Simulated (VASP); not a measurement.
# Pd (P6_3/mmc) in VASP: notebook

The runs below take Pd through single point, with PBE.

All numbers are computed with VASP 6.6.1; they aren't measurements. Logs are shortened: lines on timing, memory, paths and dates and some standing lists are left out, and cuts for length are marked.

## 1. The structure

The structure is hexagonal, space group P6_3/mmc (No. 194). Conventional cell: a = 2.784 Å, b = 2.784 Å, c = 4.629 Å, α = 90.00°, β = 90.00°, γ = 120.00°. Pd (site symmetry -6m2) has 12 Pd at 2.78 to 2.82 Å as nearest neighbours.

This isn't the form of Pd at room conditions, which is fcc.

## 2. Single point, PBE

Contents of INCAR:

```
SYSTEM = Pd
PREC = Accurate ; ENCUT = 350
EDIFF = 1E-6 ; ISMEAR = -1
SIGMA = 0.2 ; LREAL = .FALSE.
LASPH = .TRUE. ; NELM = 100
ALGO = Normal ; ISIF = 2
LWAVE = .FALSE. ; LCHARG = .FALSE.
GGA = PE ; ADDGRID = .FALSE.
```

Contents of KPOINTS:

```
Automatic mesh
0
G
  3 3 2
  0 0 0
```

Contents of POSCAR:

```
Pd
1.0
    2.7836650458      0.0000000000      0.0000000000
   -1.3918325229      2.4107246453      0.0000000000
    0.0000000000      0.0000000000      4.6288930000
Pd
2
Direct
    0.3690330000      0.6707680000      0.2457130000
    0.7034100000      0.3270270000      0.7475630000
```

Potentials or basis: VASP PAW PBE potentials, release 64 (Pd).

Command:

```
$ cat potpaw_PBE.64/Pd/POTCAR > POTCAR
$ mpirun -np 1 vasp_std > vasp.out
```

OUTCAR:

```text
SYSTEM = Pd
   PREC = Accurate
   ENCUT = 350
   EDIFF = 1E-6
   ISMEAR = -1
   LREAL = .FALSE.
   LASPH = .TRUE.
   NELM = 100
   ISIF = 2
   GGA = PE

 Found     10 irreducible k-points:

 Following reciprocal coordinates:
            Coordinates               Weight
  0.000000  0.000000  0.000000      1.000000
  0.333333  0.000000  0.000000      2.000000
  0.000000  0.333333  0.000000      2.000000
 -0.333333  0.333333  0.000000      2.000000
  0.333333  0.333333  0.000000      2.000000
  0.000000  0.000000  0.500000      1.000000
   k-points           NKPTS =     10   k-points in BZ     NKDIM =     10   number of bands    NBANDS=     14
   number of dos      NEDOS =    301   number of ions     NIONS =      2
   total plane-waves  NPLWV =   9072
   dimension x,y,z NGX =    18 NGY =   18 NGZ =   28
   dimension x,y,z NGXF=    36 NGYF=   36 NGZF=   56
   ions per type =               2
   NGX,Y,Z   is equivalent  to a cutoff of  10.75, 10.75, 10.06 a.u.
   NGXF,Y,Z  is equivalent  to a cutoff of  21.50, 21.50, 20.11 a.u.
 SYSTEM =  Pd
   PREC   = accura    normal or accurate (medium, high low for compatibility)
   ISTART =      0    job   : 0-new  1-cont  2-samecut
   ICHARG =      2    charge: 1-file 2-atom 10-const
   ISPIN  =      1    spin polarized calculation?
   LNONCOLLINEAR =      F non collinear calculations
   LSORBIT =      F    spin-orbit coupling
   LASPH  =      T    aspherical Exc in radial PAW
   ENCUT  =  350.0 eV  25.72 Ry    5.07 a.u.   4.25  4.25  7.06*2*pi/ulx,y,z
   NELM   =    100;   NELMIN=  2; NELMDL= -5     # of ELM steps
   EDIFF  = 0.1E-05   stopping-criterion for ELM
   LREAL  =      F    real-space projection
   EDIFFG = 0.1E-04   stopping-criterion for IOM
   NSW    =      0    number of steps for IOM
   IBRION =     -1    ionic relax: 0-MD 1-quasi-New 2-CG
   NFREE  =      0    steps in history (QN), initial steepest desc. (CG)
   ISIF   =      2    stress and relaxation
   ISYM   =      2    0-nonsym 1-usesym 2-fastsym
   POTIM  = 0.5000    time-step for ionic-motion
   TEBEG  =    0.0;   TEEND  =   0.0 temperature during run
   PSTRESS=    0.0 pullay stress
   NELECT =      20.0000    total number of electrons
   NUPDOWN=      -1.0000    fix difference up-down
   EMIN   =  10.00;   EMAX   =-10.00  energy-range for DOS
   EFERMI =   0.00;   METHOD = LEGACY
   ISMEAR =    -1;   SIGMA  =   0.20  broadening in eV -4-tet -1-fermi 0-gaus
   EFERMI_NEDOS =   21; number of points for ismear=-14 and -15
   IALGO  =     38    algorithm
   IMIX   =      4    mixing-type and parameters
     AMIX     =   0.40;   BMIX     =  1.00
     AMIX_MAG =   1.60;   BMIX_MAG =  1.00
  volume/ion in A,a.u.               =      15.53       104.81
  Fermi-wavevector in a.u.,A,eV,Ry     =   1.413636  2.671385 27.189429  1.998367
  Thomas-Fermi vector in A             =   2.535261
   LORBIT       =      0    0 simple, 1 ext, 2 COOP (PROOUT), +10 PAW based schemes
   GGA     = PE    functional components
   LHFCALC =     F    Hartree Fock is set to
   AEXX    =    0.0000 exact exchange contribution
   IVDW    =     0    specifies the selected vdW correction
   LEPSILON=     F    determine dielectric tensor
   LRPA    =     F    only Hartree local field effects (RPA)
 non-spin polarized calculation
  energy-cutoff  :      350.00
  volume of cell :       31.06
 maximum number of plane-waves:       465
 NGX is ok and might be reduce to    18
   NGX =  9   NGY =  9   NGZ = 15

 number of electron      19.9999999 magnetization

 Free energy of the ion-electron system (eV)
  ---------------------------------------------------
  ext. energy  EPLUGINS =         0.00000000
  ---------------------------------------------------
  free energy    TOTEN  =       -10.04036164 eV

  energy without entropy =       -9.53177218  energy(sigma->0) =       -9.78606691

 E-fermi :   8.9231     XC(G=0): -12.8651

 val. band max:        8.8904751816   @ k =  -0.3333   0.3333   0.0000
 cond. band min:       9.8098315869   @ k =   0.0000   0.3333   0.5000
 fundamental gap:      0.9193564053
 Fermi energy:         8.9230788218

 k-point     1 :       0.0000    0.0000    0.0000
  band No.  band energies     occupation
      1       2.1892      2.00000
      2       4.0375      2.00000
      3       6.1652      2.00000
      4       6.5429      1.99999
      5       6.5635      1.99998
      6       6.8695      1.99993
      7       6.8974      1.99992
      8       7.2670      1.99949
      9       7.3724      1.99914
     10       8.6075      1.65784
     11       8.6984      1.50928
     12       9.8397      0.02024
     13      15.5727      0.00000
     14      26.0840      0.00000

 k-point     2 :       0.3333    0.0000    0.0000
  band No.  band energies     occupation
      1       4.3576      2.00000
      2       4.6093      2.00000
      3       5.0586      2.00000
      4       6.4227      1.99999
      5       6.5457      1.99999
      6       6.5814      1.99998
      7       6.7888      1.99995
      8       8.3646      1.88451
      9       8.5420      1.74100
     10       8.5529      1.72852
     11       8.8752      1.11909
     12      16.0000      0.00000
     13      16.1636      0.00000
     14      18.5779      0.00000
[... 37 lines left out ...]
      1       4.6693      2.00000
      2       5.4363      2.00000
      3       5.4496      2.00000
      4       5.9063      2.00000
      5       6.1910      2.00000
      6       6.2325      2.00000
      7       7.3883      1.99907
      8       8.4648      1.81635
      9       8.5033      1.78161
     10       8.5349      1.74890
     11      14.7694      0.00000
     12      14.9436      0.00000
     13      14.9557      0.00000
     14      21.1330      0.00000

 k-point     6 :       0.0000    0.0000    0.5000
  band No.  band energies     occupation
      1       3.8106      2.00000
      2       3.8217      2.00000
      3       6.1747      2.00000
      4       6.2005      2.00000
      5       6.4751      1.99999
      6       6.4763      1.99999
      7       6.4908      1.99999
      8       6.4920      1.99999
      9       8.2241      1.94109
     10       8.2458      1.93454
     11       8.2610      1.92957
     12       8.2796      1.92295
     13      22.5877      0.00000
     14      22.7228      0.00000

 [... further k-points ...]
[... 5 lines left out ...]
  --------------------------------------------------------------------------------------
  -------------------------------------------------------------------------------------
  Total        2.4555015      2.5154308     -3.1187680      0.0186490     -0.0023259      0.0015742
  in kB      126.6511288    129.7421938   -160.8614305      0.9618867     -0.1199673      0.0811936
  external PRESSURE =      31.8439641 kB  Pullay stress =       0.0000000 kB

 VOLUME and BASIS-vectors are now :
 -----------------------------------------------------------------------------
  energy-cutoff  :      350.00
  volume of cell :       31.06
      direct lattice vectors                 reciprocal lattice vectors
     2.783665046  0.000000000  0.000000000     0.359238624  0.207406516  0.000000000
    -1.391832523  2.410724645  0.000000000     0.000000000  0.414813032  0.000000000
     0.000000000  0.000000000  4.628893000     0.000000000  0.000000000  0.216034374

 POSITION                                       TOTAL-FORCE (eV/Angst)
 -----------------------------------------------------------------------------------
      0.09367      1.61704      1.13738         0.013687     -0.022771      0.057299
      1.50289      0.78837      3.46039        -0.013687      0.022771     -0.057299
 -----------------------------------------------------------------------------------
    total drift:                               -0.000028     -0.000001      0.000151

  FREE ENERGIE OF THE ION-ELECTRON SYSTEM (eV)
  ---------------------------------------------------
  free  energy   TOTEN  =       -10.0403616445 eV

  energy  without entropy=       -9.5317721840  energy(sigma->0) =       -9.78606691
```

Wall time 2.3 s (1 thread of AMD EPYC 9R45 (Zen 5), shared host); peak memory 0.09 GiB.

These settings aren't checked as converged: the numbers below hold their error.

What came out:

| Item | Value |
| --- | --- |
| Free energy | -10.0404 eV |
| Pressure | 3.2 GPa |
| Largest force | 0.063 eV/Å |
| Band gap on the k mesh | none (metal or under the smearing width) |

Caveat: the k mesh is coarse (spacing up to 0.87 Å⁻¹), so the values aren't converged.

## 3. Single point, PBE

INCAR, as its differences from that of step 2:

```diff
@@ -1,3 +1,3 @@
 SYSTEM = Pd
-PREC = Accurate ; ENCUT = 350
+PREC = Accurate ; ENCUT = 400
 EDIFF = 1E-6 ; ISMEAR = -1
```

KPOINTS is that of step 2.

Contents of POSCAR:

```
Pd
1.0
    2.7836650458      0.0000000000      0.0000000000
   -1.3918325229      2.4107246453      0.0000000000
    0.0000000000      0.0000000000      4.6288930000
Pd
2
Direct
    0.3333333333      0.6666666667      0.2500000000
    0.6666666667      0.3333333333      0.7500000000
```

Potentials or basis: VASP PAW PBE potentials, release 64 (Pd).

Command:

```
$ cat potpaw_PBE.64/Pd/POTCAR > POTCAR
$ mpirun -np 1 vasp_std > vasp.out
```

Run time: 2 s. Hardware: 1 thread of AMD EPYC 9R45 (Zen 5), shared host; peak memory 0.09 GiB.

These settings aren't checked as converged: the numbers below hold their error.

What came out:

```
Free energy            : -10.0420 eV
Pressure               : 3.7 GPa
Band gap on the k mesh : none (metal or under the smearing width)
```

Caveat: the k mesh is coarse (spacing up to 0.87 Å⁻¹), so the values aren't converged.
